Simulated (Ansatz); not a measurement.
Elastic constants of KI (Fm-3m) under pressure

```xyz
2
Lattice="0.0000 3.5025 3.5025 3.5025 0.0000 3.5025 3.5025 3.5025 0.0000" Properties=species:S:1:pos:R:3 pbc="T T T"
K     0.0000    0.0000    0.0000
I     3.5025    3.5025    3.5025
```

This is the zero-pressure cell. At each pressure cell and atoms are relaxed in this structure, and the constants are slopes of the stress at strains of ±0.005 with relaxed ions (the coefficients that govern stability under load). Level: PBEsol, PAW on Ansatz 0.2.0's default frozen-core files (fitted under PBE), scalar-relativistic; k mesh 6×6×6, strains of ±0.005, fixed occupations, cutoff 420 eV. P is the pressure of the relaxed cell, less that of this one.

```
P (GPa)    V/V₀  C11 (GPa)  C12 (GPa)  C44 (GPa)
   0.00  1.0000       29.8        3.5        3.5
   0.98  0.9343       41.9        4.5        3.1
   1.96  0.8876       53.2        5.4        2.6
   3.98       ?          ?          ?          ?
   6.97  0.7537      106.1        9.7        0.2
   9.94  0.7078      135.1       12.1       -1.2
  14.96  0.6526      181.9       15.9       -3.8
```

Problem. Does the bulk modulus from the constants agree with the pressure-volume curve?

Solution. A third-order Birch-Murnaghan fit to the volumes shown (F against f, f = [(V₀/V)^(2/3) − 1]/2) gives B₀ = 12.3 GPa and B′ = 4.9. Its −V dP/dV stands beside (C11 + 2C12)/3:

```
P (GPa)  from P(V)  from the constants
   0.00       12.3                12.2
   0.98       16.9                16.9
   1.96       21.2                21.3
   6.97       41.8                41.8
   9.94       53.3                53.1
  14.96       72.5                71.3
```

Problem. What are the pressure derivatives at zero pressure?

Solution. Slopes at V₀ of quadratic fits in −ln(V/V₀) through the first four rows shown, divided by B₀: dC11/dP = 11.8, dC12/dP = 0.9, dC44/dP = -0.3. The mean slopes up to 2.0 GPa are 12.0, 1.0, -0.4; curvature and scatter of the constants part the two. The combination (dC11/dP + 2 dC12/dP)/3 = 4.6 stands against B′.

Problem. Fill the row at 3.98 GPa.

Solution. Cubic fits in −ln(V/V₀) through all rows shown give C11 = 75.3, C12 = 7.2, C44 = 1.7 GPa. Computed: V/V₀ = 0.8198, C11 (GPa) = 75.3, C12 (GPa) = 7.2, C44 (GPa) = 1.7.

Problem. Does a shear stiffness soften?

Solution. C44 goes from 3.5 to -3.8 GPa; (C11 − C12)/2 goes from 13.1 to 83.0 GPa. The lattice turns mechanically unstable between 7.0 and 9.9 GPa, where the matrix gains a negative eigenvalue.

Known limits: no other phase was computed; many crystals of this kind change structure within this range, and rows or crossings beyond such a change describe a metastable lattice; frozen-core PAW files fitted under PBE, their cores solved anew for the functional of the run; phonons weren't checked at these pressures.
